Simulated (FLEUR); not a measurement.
# Li (Im-3m) in FLEUR: notebook

Runs on Li. Level: PBEsol. Tasks: band structure, equation of state.

Program: FLEUR MaX-R8.1 (later development tree). These are calculated values, not measurements. Logs are shortened: lines on timing, memory, paths and dates and some standing lists are left out, and cuts for length are marked.

### 1 The structure

The structure is cubic, space group Im-3m (No. 229). The conventional cell has a = 3.509 Å, b = 3.509 Å, c = 3.509 Å, α = 90.00°, β = 90.00°, γ = 90.00°. Around Li (site symmetry m-3m) lie 8 Li at 3.04 Å.

### 2 Band structure, PBEsol

inp.xml reads:

```xml
<?xml version="1.0" encoding="UTF-8" standalone="no"?>
<fleurInput fleurInputVersion="0.39">
   <comment>
      Li                                                                                                  
   </comment>
   <calculationSetup>
      <cutoffs Kmax="4.1" Gmax="12.7" GmaxXC="12.7" numbands="0"/>
      <scfLoop itmax="60" minDistance="0.00001" maxIterBroyd="15" imix="Anderson" alpha="0.05" precondParam="0.0" spinf="2.0" sdNocoIR="T"/>
      <coreElectrons ctail="T" frcor="F" kcrel="0" coretail_lmax="0"/>
      <xcFunctional name="PBEs" relativisticCorrections="F"/>
      <magnetism jspins="1"/>
      <soc l_soc="F" theta="0.0" phi="0.0" spav="F"/>
      <expertModes spex="0" secvar="F"/>
      <geometryOptimization l_f="F" forcealpha="1.0" forcemix="BFGS" epsdisp="0.00001" epsforce="0.00001"/>
      <ldaU l_linMix="F" mixParam="0.05" spinf="1.0"/>
   </calculationSetup>
   <cell>
      <bzIntegration valenceElectrons="3.0" mode="hist" fermiSmearingEnergy="0.00183747">
         <kPointListSelection listName="default-1"/>
         <!-- k-points included here -->
         <xi:include xmlns:xi="http://www.w3.org/2001/XInclude" href="kpts.xml"> </xi:include>
      </bzIntegration>
      <!-- symmetry operations included here -->
      <xi:include xmlns:xi="http://www.w3.org/2001/XInclude" href="sym.xml"> </xi:include>
      <bulkLattice scale="1.0">
         <bravaisMatrix>
            <row-1>   -3.3158079445293898     3.3158079445293898     3.3158079445293898</row-1>
            <row-2>    3.3158079445293898    -3.3158079445293898     3.3158079445293898</row-2>
            <row-3>    3.3158079445293898     3.3158079445293898    -3.3158079445293898</row-3>
         </bravaisMatrix>
      </bulkLattice>
   </cell>
   <atomSpecies>
      <species name="Lithium (Li)" element="Li" atomicNumber="3">
         <mtSphere radius="2.66" gridPoints="879" logIncrement="0.012"/>
         <atomicCutoffs lmax="11" lnonsphr="8"/>
         <electronConfig flipSpins="F">
            <coreConfig></coreConfig>
            <valenceConfig>(1s1/2) (2s1/2)</valenceConfig>
            <stateOccupation state="(2s1/2)" spinUp="0.500000" spinDown="0.500000"/>
         </electronConfig>
         <energyParameters s="2" p="2" d="3" f="4"/>
         <lo type="SCLO" l="0" n="1" eDeriv="0"/>
         <lo type="SCLO" l="1" n="2" eDeriv="2"/>
         <lo type="SCLO" l="2" n="3" eDeriv="2"/>
      </species>
   </atomSpecies>
   <atomGroups>
      <atomGroup species="Lithium (Li)">
         <relPos label="                   1">.0000000000 .0000000000 .0000000000</relPos>
         <force calculate="T" relaxXYZ="TTT"/>
      </atomGroup>
   </atomGroups>
   <output dos="F" band="F" slice="F">
      <checks vchk="F" cdinf="F"/>
      <bandDOS minEnergy="-.5*Htr" maxEnergy="0.5*Htr" sigma="0.015" storeEVData="T"/>
      <vacuumDOS vacdos="F" integ="F" star="F" nstars="0" locx1="0.0" locy1="0.0" locx2="0.0" locy2="0.0" nstm="0" tworkf="0.0"/>
      <unfoldingBand unfoldBand="F" supercellX="1" supercellY="1" supercellZ="1"/>
      <plotting iplot="0" polar="F">
         <plot TwoD="T" vec1="  1.0  0.0  0.0" vec2="  0.0  1.0  0.0" vec3="  0.0  0.0  1.0" zero="  0.0  0.0  0.0" file="plot"/>
      </plotting>
      <chargeDensitySlicing numkpt="0" minEigenval="0.0" maxEigenval="0.0" nnne="0" pallst="F"/>
      <specialOutput eonly="F"/>
      <moessbauerParams electricFieldGradient="T" isomerShift="T" coreHyperfine="T" valenceHyperfine="T"/>
      <magneticCircularDichroism mcd="F" energyLo="-10.0" energyUp="0.0"/>
   </output>
  <!-- We include the file relax.xml here to enable relaxations (see documentation) -->
  <xi:include xmlns:xi="http://www.w3.org/2001/XInclude" href="relax.xml"> <xi:fallback/> </xi:include>
</fleurInput>
```

crystal.txt reads:

```
Li
&input cartesian=F /
-1.7546500000  1.7546500000  1.7546500000
1.7546500000  -1.7546500000  1.7546500000
1.7546500000  1.7546500000  -1.7546500000
1.8897261246
1.0 1.0 1.0

1
3 0.0000000000  0.0000000000  0.0000000000

&kpt div1=11 div2=11 div3=11 gamma=T /
```

inp.xml (bands) reads:

```
<?xml version="1.0" encoding="UTF-8" standalone="no"?>
<fleurInput fleurInputVersion="0.39">
   <comment>
      Li                                                                                                  
   </comment>
   <calculationSetup>
      <cutoffs Kmax="4.1" Gmax="12.7" GmaxXC="12.7" numbands="0"/>
      <scfLoop itmax="60" minDistance="0.00001" maxIterBroyd="15" imix="Anderson" alpha="0.05" precondParam="0.0" spinf="2.0" sdNocoIR="T"/>
      <coreElectrons ctail="T" frcor="F" kcrel="0" coretail_lmax="0"/>
      <xcFunctional name="PBEs" relativisticCorrections="F"/>
      <magnetism jspins="1"/>
      <soc l_soc="F" theta="0.0" phi="0.0" spav="F"/>
      <expertModes spex="0" secvar="F"/>
      <geometryOptimization l_f="F" forcealpha="1.0" forcemix="BFGS" epsdisp="0.00001" epsforce="0.00001"/>
      <ldaU l_linMix="F" mixParam="0.05" spinf="1.0"/>
   </calculationSetup>
   <cell>
      <bzIntegration valenceElectrons="3.0" mode="hist" fermiSmearingEnergy="0.00183747">
         <kPointListSelection listName="path-1"/>
         <!-- k-points included here -->
         <xi:include xmlns:xi="http://www.w3.org/2001/XInclude" href="kpts.xml"> </xi:include>
      </bzIntegration>
      <!-- symmetry operations included here -->
      <xi:include xmlns:xi="http://www.w3.org/2001/XInclude" href="sym.xml"> </xi:include>
      <bulkLattice scale="1.0">
         <bravaisMatrix>
            <row-1>   -3.3158079445293898     3.3158079445293898     3.3158079445293898</row-1>
            <row-2>    3.3158079445293898    -3.3158079445293898     3.3158079445293898</row-2>
            <row-3>    3.3158079445293898     3.3158079445293898    -3.3158079445293898</row-3>
         </bravaisMatrix>
      </bulkLattice>
   </cell>
   <atomSpecies>
      <species name="Lithium (Li)" element="Li" atomicNumber="3">
         <mtSphere radius="2.66" gridPoints="879" logIncrement="0.012"/>
         <atomicCutoffs lmax="11" lnonsphr="8"/>
         <electronConfig flipSpins="F">
            <coreConfig></coreConfig>
            <valenceConfig>(1s1/2) (2s1/2)</valenceConfig>
            <stateOccupation state="(2s1/2)" spinUp="0.500000" spinDown="0.500000"/>
         </electronConfig>
         <energyParameters s="2" p="2" d="3" f="4"/>
         <lo type="SCLO" l="0" n="1" eDeriv="0"/>
         <lo type="SCLO" l="1" n="2" eDeriv="2"/>
         <lo type="SCLO" l="2" n="3" eDeriv="2"/>
      </species>
   </atomSpecies>
   <atomGroups>
      <atomGroup species="Lithium (Li)">
         <relPos label="                   1">.0000000000 .0000000000 .0000000000</relPos>
         <force calculate="T" relaxXYZ="TTT"/>
      </atomGroup>
   </atomGroups>
   <output dos="F" band="T" slice="F">
      <checks vchk="F" cdinf="F"/>
      <bandDOS minEnergy="-.5*Htr" maxEnergy="0.5*Htr" sigma="0.015" storeEVData="T"/>
      <vacuumDOS vacdos="F" integ="F" star="F" nstars="0" locx1="0.0" locy1="0.0" locx2="0.0" locy2="0.0" nstm="0" tworkf="0.0"/>
      <unfoldingBand unfoldBand="F" supercellX="1" supercellY="1" supercellZ="1"/>
      <plotting iplot="0" polar="F">
         <plot TwoD="T" vec1="  1.0  0.0  0.0" vec2="  0.0  1.0  0.0" vec3="  0.0  0.0  1.0" zero="  0.0  0.0  0.0" file="plot"/>
      </plotting>
      <chargeDensitySlicing numkpt="0" minEigenval="0.0" maxEigenval="0.0" nnne="0" pallst="F"/>
      <specialOutput eonly="F"/>
      <moessbauerParams electricFieldGradient="T" isomerShift="T" coreHyperfine="T" valenceHyperfine="T"/>
      <magneticCircularDichroism mcd="F" energyLo="-10.0" energyUp="0.0"/>
   </output>
  <!-- We include the file relax.xml here to enable relaxations (see documentation) -->
  <xi:include xmlns:xi="http://www.w3.org/2001/XInclude" href="relax.xml"> <xi:fallback/> </xi:include>
</fleurInput>
```

Potentials or basis: all-electron, FLAPW.

Command:

```bash
> inpgen -f crystal.txt -profile fastHighL
> # inp.xml edited to the form shown
> fleur_MPI
> fleur_MPI   # second run, on inp.xml (bands)
```

The program printed:

```text
Welcome to FLEUR        (www.flapw.de)
      MaX-Release 8.1          (www.max-centre.eu)

 ========== k-point set info ==========
 Selected k-point list: default-1
 k-point list type: mesh
 11 x 11 x 11
 Number of k points: 56

 ------------Calculation Setup---------------------------
 Number of MPI-tasks      :            1
 Number of PE/node        :            1
 Number of OMP-threads    :            1
 Most efficient MPI parallelization for:
           1           2           4           7           8          14          28          56
 Additional eigenvalue parallelization possible
 Number of basis functions:          192
 Approximate size of matrices (H+S) per k-point:         0.001 GB
 --------------------------------------------------------
Nuclear radius smaller than smallest radial mesh point for atom type 1 -- skipping its core isomer shift
Nuclear radius smaller than smallest radial mesh point for atom type 1 -- skipping its isomer shift
 Iteration:     1   Distance:       0.80415720 me/bohr^3
Nuclear radius smaller than smallest radial mesh point for atom type 1 -- skipping its core isomer shift
Nuclear radius smaller than smallest radial mesh point for atom type 1 -- skipping its isomer shift
 Iteration:     2   Distance:       0.75205332 me/bohr^3
Nuclear radius smaller than smallest radial mesh point for atom type 1 -- skipping its core isomer shift
Nuclear radius smaller than smallest radial mesh point for atom type 1 -- skipping its isomer shift
 Iteration:     3   Distance:       0.05549973 me/bohr^3
Nuclear radius smaller than smallest radial mesh point for atom type 1 -- skipping its core isomer shift
Nuclear radius smaller than smallest radial mesh point for atom type 1 -- skipping its isomer shift
 Iteration:     4   Distance:       0.00381392 me/bohr^3
Nuclear radius smaller than smallest radial mesh point for atom type 1 -- skipping its core isomer shift
Nuclear radius smaller than smallest radial mesh point for atom type 1 -- skipping its isomer shift
 Iteration:     5   Distance:       0.00242439 me/bohr^3
Nuclear radius smaller than smallest radial mesh point for atom type 1 -- skipping its core isomer shift
Nuclear radius smaller than smallest radial mesh point for atom type 1 -- skipping its isomer shift
 Iteration:     6   Distance:       0.00002926 me/bohr^3
Nuclear radius smaller than smallest radial mesh point for atom type 1 -- skipping its core isomer shift
Nuclear radius smaller than smallest radial mesh point for atom type 1 -- skipping its isomer shift
 Iteration:     7   Distance:       0.00003771 me/bohr^3
Nuclear radius smaller than smallest radial mesh point for atom type 1 -- skipping its core isomer shift
Nuclear radius smaller than smallest radial mesh point for atom type 1 -- skipping its isomer shift
 Iteration:     8   Distance:       0.00000049 me/bohr^3

 ********************************************************************
 Run finished successfully
 Stop message:
   all done
 ********************************************************************
```

Run time: 8.4 s. Hardware: 1 thread of Arm Neoverse V1, shared host; peak memory 0.07 GiB.

Results:

| Quantity | Value |
| --- | --- |
| Free energy | -203.0007 eV |
| Band gap along the path | none (metal or under the smearing width) |
| Valence electrons inside the program's atomic spheres | Li 2.50 (radii Li 2.66 bohr) |

Levels at the corners of the path, in eV from the Fermi level:
| point | band 1 | band 2 | band 3 | band 4 | band 5 |
| --- | --- | --- | --- | --- | --- |
| Γ | -46.09 | -3.50 | 14.01 | 14.01 | 14.01 |
| H | -46.06 | 5.29 | 5.29 | 5.29 | 7.47 |
| N | -46.07 | 0.24 | 3.03 | 9.93 | 11.35 |
| Γ | -46.09 | -3.50 | 14.01 | 14.01 | 14.01 |
| P | -46.07 | 3.25 | 3.25 | 3.25 | 7.89 |
| H | -46.06 | 5.29 | 5.29 | 5.29 | 7.47 |
| P | -46.07 | 3.25 | 3.25 | 3.25 | 7.89 |
| N | -46.07 | 0.24 | 3.03 | 9.93 | 11.35 |

### 3 Equation of state, PBEsol, 20.31 Å³/atom (volume scaled by 0.94)

Edit inp.xml of step 2 so:

```diff
@@ -24,3 +24,3 @@
       <xi:include xmlns:xi="http://www.w3.org/2001/XInclude" href="sym.xml"> </xi:include>
-      <bulkLattice scale="1.0">
+      <bulkLattice scale="0.9795861087">
          <bravaisMatrix>
@@ -34,3 +34,3 @@
       <species name="Lithium (Li)" element="Li" atomicNumber="3">
-         <mtSphere radius="2.66" gridPoints="879" logIncrement="0.012"/>
+         <mtSphere radius="2.61" gridPoints="879" logIncrement="0.012"/>
          <atomicCutoffs lmax="11" lnonsphr="8"/>
```

Potentials or basis: all-electron, FLAPW.

Command:

```bash
> inpgen -f crystal.txt -profile fastHighL
> # inp.xml edited to the form shown
> fleur_MPI
```

Run time: 6.7 s. Hardware: 1 thread of Arm Neoverse V1, shared host; peak memory 0.08 GiB.

The run converged. Its results:

* Free energy: -203.0044 eV
* Band gap on the k mesh: none (metal or under the smearing width)
* Valence electrons inside the program's atomic spheres: Li 2.50 (radii Li 2.61 bohr)

### 4 Equation of state, PBEsol, 20.74 Å³/atom (volume scaled by 0.96)

Edit inp.xml of step 3 so:

```diff
@@ -24,3 +24,3 @@
       <xi:include xmlns:xi="http://www.w3.org/2001/XInclude" href="sym.xml"> </xi:include>
-      <bulkLattice scale="0.9795861087">
+      <bulkLattice scale="0.9864848297">
          <bravaisMatrix>
```

Command:

```bash
> inpgen -f crystal.txt -profile fastHighL
> # inp.xml edited to the form shown
> fleur_MPI
```

Run time: 6.8 s. Hardware: 1 thread of Arm Neoverse V1, shared host; peak memory 0.08 GiB.

The run converged. Its results:

| Property | Result |
| --- | --- |
| Free energy | -203.0039 eV |
| Band gap on the k mesh | none (metal or under the smearing width) |
| Valence electrons inside the program's atomic spheres | Li 2.49 (radii Li 2.61 bohr) |

### 5 Equation of state, PBEsol, 21.61 Å³/atom

Edit inp.xml of step 4 so:

```diff
@@ -24,3 +24,3 @@
       <xi:include xmlns:xi="http://www.w3.org/2001/XInclude" href="sym.xml"> </xi:include>
-      <bulkLattice scale="0.9864848297">
+      <bulkLattice scale="1.0000000000">
          <bravaisMatrix>
```

Command:

```bash
> inpgen -f crystal.txt -profile fastHighL
> # inp.xml edited to the form shown
> fleur_MPI
```

Run time: 7 s. Hardware: 1 thread of Arm Neoverse V1, shared host; peak memory 0.08 GiB.

It converged, with:

| Item | Value |
| --- | --- |
| Free energy | -203.0008 eV |
| Band gap on the k mesh | none (metal or under the smearing width) |
| Valence electrons inside the program's atomic spheres | Li 2.47 (radii Li 2.61 bohr) |

### 6 Equation of state, PBEsol, 22.47 Å³/atom (volume scaled by 1.04)

Edit inp.xml of step 5 so:

```diff
@@ -24,3 +24,3 @@
       <xi:include xmlns:xi="http://www.w3.org/2001/XInclude" href="sym.xml"> </xi:include>
-      <bulkLattice scale="1.0000000000">
+      <bulkLattice scale="1.0131594038">
          <bravaisMatrix>
```

Potentials or basis: all-electron, FLAPW.

Command:

```bash
> inpgen -f crystal.txt -profile fastHighL
> # inp.xml edited to the form shown
> fleur_MPI
```

Wall time 7.2 s (1 thread of Arm Neoverse V1, shared host); peak memory 0.08 GiB.

Results (log left out):

| Property | Result |
| --- | --- |
| Free energy | -202.9952 eV |
| Band gap on the k mesh | none (metal or under the smearing width) |
| Valence electrons inside the program's atomic spheres | Li 2.45 (radii Li 2.61 bohr) |

### 7 Equation of state, PBEsol, 22.91 Å³/atom (volume scaled by 1.06)

Edit inp.xml of step 6 so:

```diff
@@ -24,3 +24,3 @@
       <xi:include xmlns:xi="http://www.w3.org/2001/XInclude" href="sym.xml"> </xi:include>
-      <bulkLattice scale="1.0131594038">
+      <bulkLattice scale="1.0196128224">
          <bravaisMatrix>
```

Command:

```bash
> inpgen -f crystal.txt -profile fastHighL
> # inp.xml edited to the form shown
> fleur_MPI
```

It took 7.3 s on 1 thread of Arm Neoverse V1, shared host; peak memory 0.08 GiB.

Results (log left out):

```yaml
Free_energy: -202.9917 eV
Band_gap_on_the_k_mesh: none (metal or under the smearing width)
Valence_electrons_inside_the_program's_atomic_spheres: Li 2.44 (radii Li 2.61 bohr)
```

### 8 Equation of state, PBEsol

Potentials or basis: all-electron, FLAPW.

No new run: the results of the series are fitted here.

What came out:

```yaml
Equilibrium_volume: "20.22 Å³/atom (rough: see the caveat)"
Bulk_modulus: 13.7 GPa (rough)
```

Energy against volume, from the lowest point:
```csv
volume (Å³/atom),energy (meV/atom)
20.312,0.00
20.744,0.54
21.609,3.69
22.473,9.21
22.905,12.74
```

Caveat: the minimum lies outside the volumes run.
